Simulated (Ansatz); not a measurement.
NaBr (rock salt)

```
NaBr
1.0
    0.00000     5.94759     5.94759
    2.97379     0.00000     2.97379
    2.97379     2.97379     0.00000
Br Na
2 2
Cartesian
  0.00000   0.00000   0.00000
  2.97379   2.97379   5.94759
  2.97379   2.97379   2.97379
  2.97379   5.94759   5.94759
```

A phonon eigenvector at L = (0.5, 0.0, 0.0) is frozen into this cell: atom i moves by Q times the vector below, so Q is the largest atomic displacement, in Å. The cell is held. It is one choice among 2 degenerate patterns. (q is in reciprocal vectors of the primitive cell; the cell shown is doubled to hold the pattern.)

```
atom       x       y       z
----  ------  ------  ------
Na3   -0.285   0.520  -0.805
Na4    0.285  -0.520   0.805
```

Atoms not listed stay in place.

The numbers are results of r2SCAN (plane waves to 500 eV, PAW, scalar-relativistic; Ansatz, a program for electronic structure), not measurements. k mesh 5×10×10 (Γ-centred), Fermi-Dirac smearing 0.05 eV. NaBr was relaxed with its symmetry unable to fall.

At one point of the scan the forces (eV/Å) are:

| atom | Fx | Fy | Fz |
|---|---|---|---|
| Br1 | 0.000 | 0.000 | 0.000 |
| Br2 | 0.000 | 0.000 | 0.000 |
| Na3 | -0.069 | 0.129 | -0.212 |
| Na4 | 0.069 | -0.129 | 0.212 |

Question: Which point is it?
A) Q = -0.120 Å
B) Q = -0.180 Å
C) Q = -0.060 Å

Answer: B, Q = -0.180 Å

(A displaced cell: forces are minus the slopes of the energy, force constants its curvatures, and phonons follow from these.)
